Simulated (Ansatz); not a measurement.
CsBr

```
Cs Br
1.0
     4.32562    0.00000    0.00000
     0.00000    4.32562    0.00000
     0.00000    0.00000    4.32562
Cs Br
1 1
Direct
  0.00000 0.00000 0.00000
  0.50000 0.50000 0.50000
```

Atom numbers follow the list: Cs1, Br2.

The cell is the one relaxed in the Materials Project (mp-22906), not relaxed further here; entries there can be hypothetical.

Spin–orbit coupling is left out, though it moves levels of the heavy atoms by tenths of an eV or more.

Methods: DFT, PBE, all-electron LAPW, scalar-relativistic (Ansatz 0.2.0); DFT, PBE, PAW with Ansatz's default frozen-core files, scalar-relativistic (Ansatz 0.2.0).

For LAPW: a Γ-centred 6×6×6 k mesh, Fermi–Dirac smearing of 0.02 eV, basis error target 0.25 meV/atom, no spin polarisation. PAW takes a cutoff of 420 eV at this cell. The Ansatz runs share mesh, smearing and spin set-up. Values come from LAPW unless marked.

```json
{"Pressure at this cell": "0.60 GPa", "Band gap": "4.42 eV", "Löwdin charges (with 0.08 e of the cell spilling out of the atomic basis, so their sizes and signs hang on that basis)": "Cs1 0.79, Br2 -0.71 e", "Bader charges (from the PAW run)": "Cs1 +0.82, Br2 -0.82 e", "Volume per atom": "40.47 Å³"}
```
